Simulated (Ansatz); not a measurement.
# BaS: the crystal squeezed far

One table from this session's results is given with a row withheld; the runs are named, their logs left out.

Program: Ansatz 0.2.0. Level of theory: DFT, LDA, PAW with Ansatz's default frozen-core files, scalar-relativistic. These are calculated values, not measurements.

## The starting structure

The structure is cubic, space group Fm-3m (No. 225). The conventional cell has a = 6.451 Å, b = 6.451 Å, c = 6.451 Å, α = 90.00°, β = 90.00°, γ = 90.00°. Ba (site symmetry m-3m) is surrounded by 6 S at 3.23 Å. S (site symmetry m-3m) is surrounded by 6 Ba at 3.23 Å.

Coordinates:

```cif
data_structure
_symmetry_space_group_name_H-M 'P 1'
_symmetry_Int_Tables_number 1
_cell_length_a 4.5618
_cell_length_b 4.5618
_cell_length_c 4.5618
_cell_angle_alpha 60.000
_cell_angle_beta 60.000
_cell_angle_gamma 60.000
_cell_volume 67.13
loop_
_atom_site_label
_atom_site_type_symbol
_atom_site_fract_x
_atom_site_fract_y
_atom_site_fract_z
_atom_site_occupancy
Ba1 Ba 0.00000 0.00000 0.00000 1
S1 S 0.50000 0.50000 0.50000 1
```

Whether this phase is the stable one at these pressures isn't tested.

Atoms are numbered in the order of the input: Ba1, S2.

The first run:

input.yaml

```yaml
crystal:
  lattice:
    - [0.0, 3.225675618, 3.225675618]
    - [3.225675618, 0.0, 3.225675618]
    - [3.225675618, 3.225675618, 0.0]
  atoms:
    - { symbol: Ba, position: [0.0, 0.0, 0.0] }
    - { symbol: S, position: [0.5, 0.5, 0.5] }
kpoints:
  mp_grid: { grid: [8, 8, 8] }
scf:
  occupations: { method: fermi_dirac, width: 0.03 }
hamiltonian:
  xc: lda
  pseudopotentials: { kind: paw }
output:
  forces: true
  stress: true
relax:
  f_tol: 0.01
  max_steps: 30
```

Run with:

```bash
$ ansatz run input.yaml --threads 1 --pin off --max-ram 2048MiB --backend cpu --events-out ev --progress --plain --runs-dir out
```

Among the steps run: Atoms relaxed at the given volume, PAW; Volume scaled by 1, PAW; Atoms relaxed at 0.9 of the volume, PAW; Volume scaled by 0.9, PAW; Atoms relaxed at 0.7 of the volume, PAW; Volume scaled by 0.7, PAW; Atoms relaxed at 0.55 of the volume, PAW; Volume scaled by 0.55, PAW.

One of the session's tables, all rows but one given; the rest of the session is left out.

```
method  volume over the first  volume (Å³/atom)  pressure (GPa)
   PAW                      1            33.563           -3.57
   PAW                    0.9            30.207            1.09
   PAW                    0.7            23.494           25.27
   PAW                   0.55                 ?               ?
```

Estimate the missing values for PAW, 0.55.

The run gave: volume (Å³/atom): 18.460; pressure (GPa): 72.05. In the column «volume (Å³/atom)» it is the lowest.

Limits of these values: Warnings in the runs' records: stress scf threshold loose.
